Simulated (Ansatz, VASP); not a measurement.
Two plane-wave programs on SrCl2

```
CELL_PARAMETERS angstrom
0.00000 2.95180 2.95180
2.95180 0.00000 2.95180
2.95180 2.95180 0.00000
ATOMIC_POSITIONS crystal
Sr 0.00000 0.00000 0.00000
Cl 0.75000 0.75000 0.75000
Cl 0.25000 0.25000 0.25000
```

Change from the starting cell: volume scaled by 0.6, PAW files.

Alike in both runs: task single point; functional PBEsol; k mesh 7 × 7 × 7; occupations fermi-dirac, width 0.03 eV; no spin polarisation.

```csv
,VASP,Ansatz
version,VASP 6.6.1,Ansatz 0.2.0
potentials or method,"VASP PAW PBE potentials, release 64 (Sr_sv, Cl)","PAW with Ansatz's default frozen-core files, scalar-relativistic"
plane-wave cutoff (eV),520,420
valence electrons in the cell,24,24
```

```tsv
	VASP	Ansatz	Ansatz less VASP
gap on the k mesh at the Fermi level (eV)	4.70	4.72	+0.016
pressure (GPa)	52.2	51.0	-1.26
```

With one functional, cell and mesh, what is left measures potentials, basis and numerics.

Caveats: so large a pressure means that the cell lies far from this level's equilibrium, or that cutoff or potentials fall short (VASP); the potentials were made for another functional, which shifts forces and pressure (VASP); an odd mesh through Γ misses points on the zone boundary, where band edges often lie.
